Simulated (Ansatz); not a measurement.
Relaxed bulk HfSi₂:

Space group Cmcm (No. 63). a = 3.650 Å, b = 14.345 Å, c = 3.636 Å, α = 90.00°, β = 90.00°, γ = 90.00°
```json
{"atom": "Hf", "site": "4c", "symmetry": "m2m", "x": "0.0000", "y": "0.1047", "z": "0.2500"}
{"atom": "Si", "site": "4c", "symmetry": "m2m", "x": "0.0000", "y": "0.4448", "z": "0.2500"}
{"atom": "Si", "site": "4c", "symmetry": "m2m", "x": "0.5000", "y": "0.2498", "z": "0.2500"}
```

Miller indices refer to the conventional cell of Cmcm (No. 63), a = 3.650 Å, b = 14.345 Å, c = 3.636 Å, α = 90.00°, β = 90.00°, γ = 90.00°.

The (110) slab of 24 planes, 13.5 Å thick with 15 Å of vacuum as cut; outer planes Si (top) and Si (bottom).

Level of theory: DFT PBEsol, scalar-relativistic, plane waves, PAW in Ansatz. Settings: cutoff 420 eV, Γ-centred mesh 10×5×1 on the computed 24-atom cell, Gaussian smearing of 0.10 eV; no spin polarisation. The cell repeats along c with a dipole correction in the vacuum.

The work function read from the bulk's Fermi level differs by 0.19 eV, so the slab's middle doesn't match the bulk reference (too thin, or relaxed to another structure or magnetic state).

With the atoms at the bulk's places:

```yaml
Surface_energy_mean_of_both_faces: 2.22 J/m²
Work_function: 4.44 eV (top), 4.97 eV (bottom)
Dipole_of_the_slab_along_+c_per_cell: 0.08 e·Å
```

(1) What changes when all atoms relax within this surface cell and its symmetry?

Spin-orbit coupling is left out, which matters for the bands of heavy elements.

## Answers

(1) The energy falls by 0.125 J/m² a face, and the largest move is 0.31 Å.

- Surface energy (mean of both faces): 2.09 J/m²
- Work function: 4.45 eV (top), 4.91 eV (bottom)
- Dipole of the slab along +c, per cell: 0.07 e·Å

```
plane (bottom to top) atoms spacing to next, bulk (Å) relaxed (Å) change (%)
                    1     Si                      0.390        0.310       -20.5
                    2     Si                      0.688        0.880       +27.9
                    3     Si                      0.515        0.395       -23.3
                    4     Hf                      0.741        0.865       +16.8
                    5     Hf                      0.515        0.405       -21.2
                    6     Si                      0.688        0.662        -3.9
                    7     Si                      0.390        0.432       +10.5
                    8     Si                      0.688        0.742        +7.9
                    9     Si                      0.515        0.512        -0.6
                   10     Hf                      0.741        0.705        -4.8
                   11     Hf                      0.515        0.528        +2.6
                   12     Si                      0.688        0.699        +1.5
                   13     Si                      0.390        0.379        -2.9
                   14     Si                      0.688        0.712        +3.4
                   15     Si                      0.515        0.518        +0.6
                   16     Hf                      0.741        0.701        -5.3
                   17     Hf                      0.515        0.547        +6.2
                   18     Si                      0.688        0.708        +2.8
                   19     Si                      0.390        0.374        -4.2
                   20     Si                      0.688        0.736        +7.0
                   21     Si                      0.515        0.420       -18.4
                   22     Hf                      0.741        0.697        -5.9
                   23     Hf                      0.515        0.503        -2.3
                   24     Si
```